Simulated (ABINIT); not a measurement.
Crystal: SiO2.

```xyz
12
Lattice="5.0691 0.0000 0.0000 -2.5345 4.3899 0.0000 0.0000 0.0000 8.5585" Properties=species:S:1:pos:R:3 pbc="T T T"
Si    0.0000    2.9266    3.7411
Si    0.0000    2.9266    0.5381
Si    2.5345    1.4633    4.8174
Si    2.5345    1.4633    8.0204
O     2.1354    0.0000    0.0000
O     0.0000    2.9266    2.1396
O     2.5345    1.4633    6.4189
O    -1.4668    2.5406    4.2792
O     1.4668    2.5406    0.0000
O     2.9337    0.0000    4.2792
O     1.0677    1.8493    4.2792
O    -1.0677    1.8493    0.0000
```

The cell comes from a database or a generator and needn't be the stable form of this composition.

Base run:

* Program: ABINIT 10.8.3 (patched build)
* Functional: LDA
* Potentials or basis: JTH PAW LDA v2.0
* Cutoff: 626 eV
* k mesh: 6 × 6 × 3
* Occupations: fermi-dirac, width 0.05 eV
* Spin: no spin polarisation

Its results: band gap on the k mesh 5.40 eV, indirect (least direct gap 5.41 eV); pressure -2.5 GPa; largest force 0.144 eV/Å.

Question: The run is repeated on the same cell with these changes: functional from LDA to PBEsol; potentials or basis from JTH PAW LDA v2.0 to JTH PAW PBE v2.0. What comes out?

Answer: Band gap on the k mesh 5.62 eV, indirect (least direct gap 5.63 eV); pressure 0.6 GPa; largest force 0.030 eV/Å.

Caveats: the atomic spheres overlap; the PAW data sets were made with another functional, which shifts forces and pressure a little (some runs).

A k mesh can miss the band edges.
